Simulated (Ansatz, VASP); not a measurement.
# One calculation of In, two programs

```
CELL_PARAMETERS angstrom
-1.62547 1.62547 2.47370
1.62547 -1.62547 2.47370
1.62547 1.62547 -2.47370
ATOMIC_POSITIONS crystal
In 0.00000 0.00000 0.00000
```

Alike in both runs: functional LDA; k mesh 11 × 11 × 11; occupations fermi-dirac, width 0.05 eV; no spin polarisation.

```csv
,VASP,Ansatz
version,VASP 6.6.1,Ansatz 0.2.0
potentials or method,"VASP PAW LDA potentials, release 64 (In_d), cutoff 520 eV","all-electron LAPW, scalar-relativistic"
task,single point,band structure
```

Ansatz gave:

```
gap on the k mesh at the Fermi level (eV)       : none
pressure (GPa)                                  : -2.5
largest component of the traceless stress (GPa) : 0.05
```

Task: Estimate VASP's values.

Result: gap on the k mesh at the Fermi level (eV): none; pressure (GPa): -2.5; largest component of the traceless stress (GPa): 0.09.

A gap of «none» marks a metal or a gap that the smearing closes. Ansatz ran all-electron here, so the differences hold the error of VASP's frozen core and of both bases.

Caveats: spin-orbit coupling is left out, which moves the levels of the heavy elements (Ansatz).
